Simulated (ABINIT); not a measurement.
Here is an ABINIT 10.8.3 (patched build) calculation.

run.abi

```
# Pseudopotentials
pp_dirpath "./"
pseudos "Al.LDA_PW-JTH.xml, N.LDA_PW-JTH.xml"

# Structure
acell 3.0886333121 3.0886333121 3.0886333121 Angstrom
rprim
     0.0000000000     0.7071067812     0.7071067812
     0.7071067812     0.0000000000     0.7071067812
     0.7071067812     0.7071067812     0.0000000000
ntypat 2
znucl 13 7
natom 2
typat 1 2
xcart
     0.0000000000     0.0000000000     0.0000000000
     2.0635748428     2.0635748428     2.0635748428

# Plane-wave basis
ecut 25.0
pawecutdg 47.0

# k points
kptopt 1
ngkpt 6 6 6
nshiftk 1
shiftk 0.0 0.0 0.0

# Exchange and correlation
ixc 7

# Bands and occupations
nband 8
occopt 3
tsmear 0.05 eV

# SCF cycle
nstep 100
tolvrs 1.0e-9

# Output
iomode 3
prtwf 0
prtden 0
prteig 0
prtebands 0
enunit 1
```

Potentials or basis: JTH PAW LDA v2.0.

The run is started by

```sh
$ abinit run.abi > log 2>&1
```

**Question.** Predict the band gap on the k mesh.

**Answer.** 3.23 eV, indirect (least direct gap 4.22 eV).

 A k mesh can miss the band edges.
